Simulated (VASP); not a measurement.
# FePt (Tetraferroplatinum) (P4/mmm) in VASP: reference runs, part 2 of 2

VASP 6.6.1. The steps go on from the part before.

## (3) Single point, PBE, collinear spin, ferromagnetic start (atoms moved at random, drawn with an rms of 0.05 Å)

File INCAR:

```
SYSTEM = FePt
ALGO = Normal
EDIFF = 1E-7
ENCUT = 520
GGA = PE
ISIF = 2
ISMEAR = -1
ISPIN = 2
LASPH = .TRUE.
LCHARG = .TRUE.
LELF = .TRUE.
LMAXMIX = 4
LORBIT = 11
LREAL = .FALSE.
LVHAR = .TRUE.
LWAVE = .FALSE.
MAGMOM = 0 3
NBANDS = 20
NELM = 150
PREC = Accurate
SIGMA = 0.05
```

File KPOINTS:

```
k-points
0
G
  10 10 7
  0 0 0
```

File POSCAR:

```
FePt
1.0
    2.7235000000      0.0000000000      0.0000000000
    0.0000000000      2.7235000000      0.0000000000
    0.0000000000      0.0000000000      3.7200000000
Pt Fe
1 1
Direct
    0.4965890000      0.4972740000      0.5021890000
   -0.0087830000      0.0190000000      0.0115830000
```

Potentials or basis: VASP PAW PBE potentials, release 64 (Pt, Fe).

Run with:

```
cat potpaw_PBE.64/Pt/POTCAR potpaw_PBE.64/Fe/POTCAR > POTCAR
mpirun -np 1 vasp_std > vasp.out
```

OUTCAR:

```text
SYSTEM = FePt
   EDIFF = 1E-7
   ENCUT = 520
   GGA = PE
   ISIF = 2
   ISMEAR = -1
   ISPIN = 2
   LASPH = .TRUE.
   LORBIT = 11
   LREAL = .FALSE.
   NELM = 150
   PREC = Accurate

 ion  position               nearest neighbor table
   1  0.497  0.497  0.502-   2 2.62   2 2.63   2 2.67   2 2.68   2 2.68   2 2.69   2 2.72   2 2.74

   2  0.991  0.019  0.012-   1 2.62   1 2.63   1 2.67   1 2.68   1 2.68   1 2.69   1 2.72   1 2.74

  LATTYP: Found a simple tetragonal cell.
 ALAT       =     2.7235000000
 C/A-ratio  =     1.3658894804

  Lattice vectors:

 A1 = (   2.7235000000,   0.0000000000,   0.0000000000)
 A2 = (   0.0000000000,   2.7235000000,   0.0000000000)
 A3 = (   0.0000000000,   0.0000000000,   3.7200000000)

Analysis of symmetry for initial positions (statically):
=====================================================================
 Subroutine PRICEL returns:
 Original cell was already a primitive cell.

 Routine SETGRP: Setting up the symmetry group for a
 simple tetragonal supercell.

 Subroutine GETGRP returns: Found  1 space group operations
 (whereof  1 operations were pure point group operations)
 out of a pool of 16 trial point group operations.

The static configuration has the point symmetry C_1 .

Analysis of symmetry for dynamics (positions and initial velocities):
=====================================================================
 Subroutine PRICEL returns:
 Original cell was already a primitive cell.

 Routine SETGRP: Setting up the symmetry group for a
 simple tetragonal supercell.

 Subroutine GETGRP returns: Found  1 space group operations
 (whereof  1 operations were pure point group operations)
 out of a pool of 16 trial point group operations.

The dynamic configuration has the point symmetry C_1 .

Analysis of structural, dynamic, and magnetic symmetry:
=====================================================================
 Subroutine PRICEL returns:
 Original cell was already a primitive cell.

 Routine SETGRP: Setting up the symmetry group for a
 simple tetragonal supercell.

 Subroutine GETGRP returns: Found  1 space group operations
 (whereof  1 operations were pure point group operations)
 out of a pool of 16 trial point group operations.

The overall configuration has the point symmetry C_1 .

 Subroutine INISYM returns: Found  1 space group operations
 (whereof  1 operations are pure point group operations),
 and found     1 'primitive' translations

----------------------------------------------------------------------------------------

                                     Primitive cell

  volume of cell :      27.5929

  direct lattice vectors                    reciprocal lattice vectors
     2.723500000  0.000000000  0.000000000     0.367174592  0.000000000  0.000000000
     0.000000000  2.723500000  0.000000000     0.000000000  0.367174592  0.000000000
     0.000000000  0.000000000  3.720000000     0.000000000  0.000000000  0.268817204

  length of vectors
     2.723500000  2.723500000  3.720000000     0.367174592  0.367174592  0.268817204

  position of ions in fractional coordinates (direct lattice)
     0.496589000  0.497274000  0.502189000
     0.991217000  0.019000000  0.011583000

  ion indices of the primitive-cell ions
   primitive index   ion index
[... 61 lines left out ...]
   ions per type =               1   1
   NGX,Y,Z   is equivalent  to a cutoff of  12.21, 12.21, 12.51 a.u.
   NGXF,Y,Z  is equivalent  to a cutoff of  24.42, 24.42, 25.03 a.u.
 SYSTEM =  FePt
   PREC   = accura    normal or accurate (medium, high low for compatibility)
   ISTART =      0    job   : 0-new  1-cont  2-samecut
   ICHARG =      2    charge: 1-file 2-atom 10-const
   ISPIN  =      2    spin polarized calculation?
   LNONCOLLINEAR =      F non collinear calculations
   LSORBIT =      F    spin-orbit coupling
   LASPH  =      T    aspherical Exc in radial PAW
   ENCUT  =  520.0 eV  38.22 Ry    6.18 a.u.   5.06  5.06  6.92*2*pi/ulx,y,z
   NELM   =    150;   NELMIN=  2; NELMDL= -5     # of ELM steps
   EDIFF  = 0.1E-06   stopping-criterion for ELM
   LREAL  =      F    real-space projection
   EDIFFG = 0.1E-05   stopping-criterion for IOM
   NSW    =      0    number of steps for IOM
   IBRION =     -1    ionic relax: 0-MD 1-quasi-New 2-CG
   NFREE  =      0    steps in history (QN), initial steepest desc. (CG)
   ISIF   =      2    stress and relaxation
   ISYM   =      2    0-nonsym 1-usesym 2-fastsym
   POTIM  = 0.5000    time-step for ionic-motion
   TEBEG  =    0.0;   TEEND  =   0.0 temperature during run
   PSTRESS=    0.0 pullay stress
   NELECT =      18.0000    total number of electrons
   NUPDOWN=      -1.0000    fix difference up-down
   EMIN   =  10.00;   EMAX   =-10.00  energy-range for DOS
   EFERMI =   0.00;   METHOD = LEGACY
   ISMEAR =    -1;   SIGMA  =   0.05  broadening in eV -4-tet -1-fermi 0-gaus
   EFERMI_NEDOS =   21; number of points for ismear=-14 and -15
   IALGO  =     38    algorithm
   IMIX   =      4    mixing-type and parameters
     AMIX     =   0.40;   BMIX     =  1.00
     AMIX_MAG =   1.60;   BMIX_MAG =  1.00
  volume/ion in A,a.u.               =      13.80        93.10
  Fermi-wavevector in a.u.,A,eV,Ry     =   1.419819  2.683070 27.427809  2.015887
  Thomas-Fermi vector in A             =   2.540800
   LORBIT       =     11    0 simple, 1 ext, 2 COOP (PROOUT), +10 PAW based schemes
   GGA     = PE    functional components
   LHFCALC =     F    Hartree Fock is set to
   AEXX    =    0.0000 exact exchange contribution
   IVDW    =     0    specifies the selected vdW correction
   LEPSILON=     F    determine dielectric tensor
   LRPA    =     F    only Hartree local field effects (RPA)
 spin polarized calculation
  energy-cutoff  :      520.00
  volume of cell :       27.59
 maximum number of plane-waves:       758
   NGX = 11   NGY = 11   NGZ = 13

 number of electron      18.0000001 magnetization       3.2733448

 Free energy of the ion-electron system (eV)
  ---------------------------------------------------
  ext. energy  EPLUGINS =         0.00000000
  ---------------------------------------------------
  free energy    TOTEN  =       -14.79334445 eV

  energy without entropy =      -14.78217244  energy(sigma->0) =      -14.78775845

 E-fermi :   8.7204     XC(G=0): -13.0568

 val. band max:        8.7111366505   @ k =   0.4000   0.5000   0.1429
 cond. band min:       8.7270370683   @ k =   0.5000   0.4000   0.1429
 fundamental gap:      0.0159004179
 Fermi energy:         8.7204278130

 spin component 1

 k-point     1 :       0.0000    0.0000    0.0000
  band No.  band energies     occupation
      1      -0.8878      1.00000
      2       2.3436      1.00000
      3       2.5251      1.00000
      4       5.2477      1.00000
      5       5.2661      1.00000
      6       5.7790      1.00000
[... 541 lines left out ...]
     19      30.4030      0.00000
     20      31.2301      0.00000

 [... further k-points ...]

 spin component 2

 k-point     1 :       0.0000    0.0000    0.0000
  band No.  band energies     occupation
      1      -0.7527      1.00000
      2       2.9189      1.00000
      3       2.9263      1.00000
      4       6.3229      1.00000
      5       6.3403      1.00000
      6       7.9051      1.00000
[... 541 lines left out ...]
     19      30.7883      0.00000
     20      31.3570      0.00000

 [... further k-points ...]
[... 5 lines left out ...]
  --------------------------------------------------------------------------------------
  -------------------------------------------------------------------------------------
  Total        0.5285361      0.5212421      0.6473399     -0.0089603      0.0608219     -0.0151225
  in kB       30.6893409     30.2658162     37.5876577     -0.5202763      3.5316093     -0.8780825
  external PRESSURE =      32.8476049 kB  Pullay stress =       0.0000000 kB

 VOLUME and BASIS-vectors are now :
 -----------------------------------------------------------------------------
  energy-cutoff  :      520.00
  volume of cell :       27.59
      direct lattice vectors                 reciprocal lattice vectors
     2.723500000  0.000000000  0.000000000     0.367174592  0.000000000  0.000000000
     0.000000000  2.723500000  0.000000000     0.000000000  0.367174592  0.000000000
     0.000000000  0.000000000  3.720000000     0.000000000  0.000000000  0.268817204

 POSITION                                       TOTAL-FORCE (eV/Angst)
 -----------------------------------------------------------------------------------
      1.35246      1.35433      1.86814        -0.062242      0.251699      0.312593
      2.69958      0.05175      0.04309         0.062242     -0.251699     -0.312593
 -----------------------------------------------------------------------------------
    total drift:                               -0.000347     -0.000368      0.000125

  FREE ENERGIE OF THE ION-ELECTRON SYSTEM (eV)
  ---------------------------------------------------
  free  energy   TOTEN  =       -14.7933444510 eV

  energy  without entropy=      -14.7821724431  energy(sigma->0) =      -14.78775845

 total charge

# of ion       s       p       d       tot
------------------------------------------
    1        0.715   0.666   8.057   9.438
    2        0.410   0.453   6.127   6.990
--------------------------------------------------
tot          1.125   1.119  14.183  16.428

 magnetization (x)

# of ion       s       p       d       tot
------------------------------------------
    1       -0.026  -0.066   0.429   0.337
    2        0.005  -0.007   2.915   2.913
--------------------------------------------------
tot         -0.021  -0.074   3.345   3.250
```

stdout:

```text
POSCAR found type information on POSCAR PtFe
 POSCAR found :  2 types and       2 ions
 scaLAPACK will be used
 LDA part: xc-table for (Slater+PW92), standard interpolation
 POSCAR, INCAR and KPOINTS ok, starting setup
 FFT: planning ... GRIDC
 FFT: planning ... GRID_SOFT
 FFT: planning ... GRID
 WAVECAR not read
 entering main loop
```

Wall time 4.4 min (1 thread of Intel Xeon Platinum 8488C (Sapphire Rapids), shared host); peak memory 0.39 GiB.

Results:

```yaml
Free_energy: -14.7933 eV
Pressure: 3.3 GPa
Largest_force: 0.406 eV/Å
Band_gap_on_the_k_mesh: none (metal or under the smearing width)
Net_moment: 3.27 μB per cell
Site_moments: Pt +0.34; Fe +2.91 μB
Valence_electrons_inside_the_program's_atomic_spheres: Pt 9.44; Fe 6.99
```

Forces in eV/Å, atoms in the order of the input:
```
Pt  -0.062  0.252  0.313
Fe   0.062 -0.252 -0.313
```

Stress tensor (GPa, compression positive):
```
 3.07 -0.05 -0.09
-0.05  3.03  0.35
-0.09  0.35  3.76
```

Spin-orbit coupling is left out, which matters for the levels of Pt.
